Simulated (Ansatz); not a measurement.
# Convergence notes, G0W0 on CdS (rocksalt)

CdS in the rocksalt structure, relaxed with r2SCAN; one-shot G0W0 in Ansatz without spin-orbit coupling. (Calculated; spin-unpolarised; the phase may be known or hypothetical.)

```
Cd S
1.0
     0.00000    2.72678    2.72678
     2.72678    0.00000    2.72678
     2.72678    2.72678    0.00000
Cd S
1 1
Direct
  0.00000 0.00000 0.00000
  0.50000 0.50000 0.50000
```

Gaps are read over the mesh points alone. G0W0 here is at a finite number of bands, screening cutoff and k mesh, not at the basis limit.

| start | potentials | frequency model | mesh | empty bands | screening cutoff (eV) | Kohn-Sham gap (eV) | G0W0 gap (eV) | rough cost |
| --- | --- | --- | --- | --- | --- | --- | --- | --- |
| PBE | PAW | contour deformation | 4×4×4 | 65 | 80 | 0.22 | 0.77 | 17 core-seconds |
| PBE | PAW | contour deformation | 4×4×4 | 152 | 140 | 0.22 | 0.84 | 60 core-seconds |
| PBE | PAW | contour deformation | 4×4×4 | 280 | 210 | 0.22 | 0.88 | 4 core-minutes |
| HSE06 | PAW | contour deformation | 4×4×4 | 152 | 140 | 1.24 | 1.37 | 2.7 core-minutes |
| r2SCAN | PAW | contour deformation | 4×4×4 | 152 | 140 | 0.72 | 1.15 | 60 core-seconds |
| PBE | PAW | Godby-Needs pole | 4×4×4 | 152 | 140 | 0.22 | 0.98 | 50 core-seconds |
| PBE | PAW | contour deformation | 6×6×6 | 65 | 80 | 0.26 | 0.85 | 100 core-seconds |
| PBE | norm-conserving | contour deformation | 4×4×4 | 152 | 140 | 0.22 | 0.84 | 2 core-minutes |

Over the mesh points the PBE gap of 0.22 eV becomes a quasiparticle gap of 0.88 eV (L to X), a change of +0.66 eV. Renormalisation factors Z lie between 0.71 and 0.80.

Raising bands and cutoff together moves the gap by +0.07 eV (80 to 140 eV), then +0.04 eV (140 to 210 eV); the last step is still large, so the basis limit isn't reached. Starting from HSE06 (1.24 eV against PBE's 0.22 eV) gives 1.37 eV, +0.53 eV from G0W0@PBE at the same screening cutoff. Starting from r2SCAN (0.72 eV against PBE's 0.22 eV) gives 1.15 eV, +0.31 eV from G0W0@PBE at the same screening cutoff. The Godby-Needs plasmon pole differs from contour deformation by +0.14 eV. A 6×6×6 mesh in place of 4×4×4 changes the opening over PBE by +0.03 eV (the gap on the mesh by +0.08 eV, the PBE gap by +0.04 eV). Norm-conserving potentials (wave cutoff 1071 eV against 420 eV) shift the quasiparticle gap by 0.00 eV and the PBE gap by 0.00 eV. On these meshes the dielectric constant comes out too large, which adds an error that these runs don't bound. r2SCAN runs take a wave cutoff of 500 eV.

With a shallow d shell on the cation, G0W0 converges slowly in bands and cutoff, so these values are in doubt.
